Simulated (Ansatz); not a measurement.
**PtSe$_{2}$: energy along a strain**

PtSe$_{2}$, P-3m1, a = 3.724 Å, c = 5.062 Å (as given, not relaxed at this level: -0.5 GPa, forces to 0.16 eV/Å). Ansatz: LDA, PAW, 420 eV, Γ-centred 12×12×10 mesh on 3 atoms, Fermi-Dirac smearing 0.02 eV; no spin polarisation. Cell vectors (Å): 3.724 0.000 0.000; -1.862 3.225 0.000; 0.000 0.000 5.062. The cell is strained by x per cent times the pattern (0 1 0 0 0 0) in the order xx yy zz yz xz xy (engineering shears), with fractional coordinates held. y is the free energy over the start, V0 = 20.265 Å³/atom.

```
x (%) y (meV/atom)
-6.00             ?
-4.50         35.08
-3.00         14.85
-1.50          3.47
 0.00          0.00
 1.50          3.64
 3.00         13.65
 4.50         29.37
 5.25         39.17
 6.00         50.15
```

Q: Fit y = c1 x + c2 x² + c3 x³ to the other rows, get the stiffness along the pattern, and predict the missing energy.

A: Least squares on the rows shown. y = 0.11745 x + 1.5912 x² − 0.036523 x³. The clamped-ion stiffness p·C·p = 2 × 15.91 eV × 160.2 / 20.265 Å³ = 252 GPa, which is C22 in these axes (second derivative at the start, which stands under stress). At x = -6.00 the fit asked for gives 64.47 meV/atom. The run gave 65.07 meV/atom, so the fit is 0.60 meV/atom too low, 0.92 % of the span of the series, against an rms of 0.06 meV/atom on the fitted rows. The row lies outside the fitted range. With a term in x⁴ added, a fit to the same known rows predicts 65.07 meV/atom, so most of the miss is curvature that the known rows already hold.

The smearing is narrow for a metal on this mesh. Spin–orbit coupling is left out, which can shift energies with elements as heavy as these.

Cost: 10 runs of about 2.3 core-minutes in all, on AMD EPYC 9R14 (Zen 4) (shared hosts).

The energy rises almost quadratically, with a clear anharmonic skew: at 3.00 and 4.50 % compression costs more than equal stretching, because short-range repulsion steepens as the Pt–Se bonds shorten, while the bonds soften as they lengthen. The pair at 1.50 % reverses this order, since there the small positive linear term outweighs the cubic one. That term is slight beside the mean tension of the cell, which suggests that most of the residual stress lies along c, across the weakly bound layers.

The stiffness of 252 GPa reflects the covalent Pt–Se network within a layer and says little about cohesion between layers. It should exceed the static relaxed-ion value, because in-plane strain couples to the Se positions, and letting the Se atoms shift would relieve part of the bond stretching and angle bending. For the same reason the curve describes the resistance of a frozen internal geometry, and doesn't establish the strain at which a real crystal would yield or become unstable.
